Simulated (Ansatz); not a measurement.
**What hybrid functionals make of TiPbO3**

```
Ti Pb O
1.0
     3.89032    0.00000    0.00000
     0.00000    3.89032    0.00000
     0.00000    0.00000    4.16887
Ti Pb O
1 1 3
Direct
  0.50000 0.50000 0.53671
  0.00000 0.00000 0.00365
  0.50000 0.50000 0.11017
  0.50000 0.00000 0.61533
  0.00000 0.50000 0.61533
```

All runs: Ansatz, plane waves and PAW, scalar-relativistic (no spin–orbit coupling), 4×4×4 k-mesh, Gaussian smearing of 0.05 eV, no spin polarisation. Semilocal reference PBE: gap 1.75 eV, pressure 4.7 GPa. The hybrids carry no U.

**Question.** Order these functionals by the gap that they give, smallest first.
A. PBE0-type hybrid with an exact-exchange fraction of 0.1
B. PBE0-type hybrid with an exact-exchange fraction taken as 1/ε∞
C. HSE06-type hybrid with a screening parameter of 0.3 Å⁻¹
D. HSE06
E. r2SCAN0

**Answer.** A (2.49 eV), C (2.72 eV), B (2.79 eV), D (2.93 eV), E (3.93 eV).

**Question.** What are the full results?

**Answer.** 
| functional | gap | pressure (GPa) | cutoff (eV) | core-seconds |
| --- | --- | --- | --- | --- |
| PBE0-type hybrid with an exact-exchange fraction of 0.1 | 2.49 eV | 2.3 | 420 | 59 |
| HSE06-type hybrid with a screening parameter of 0.3 Å⁻¹ | 2.72 eV | -0.9 | 420 | 69 |
| PBE0-type hybrid with an exact-exchange fraction taken as 1/ε∞ | 2.79 eV | 1.3 | 420 | 120 |
| HSE06 | 2.93 eV | -1.1 | 420 | 66 |
| r2SCAN0 | 3.93 eV | -3.5 | 500 | 110 |

In the PBE0 form the gap grows almost linearly with the exact-exchange fraction, by 0.74 eV for each tenth. The dielectric-dependent PBE0 form takes the fraction 0.141 = 1/ε∞, that is ε∞ = 7.1. On shared hosts the hybrid runs at the reference's cutoff took roughly 13 to 27 times the core time of the semilocal one on the same mesh, with some more bands.

Caveats: core times come from shared hosts and scatter; gaps are read on a coarse mesh; stress loosely converged.
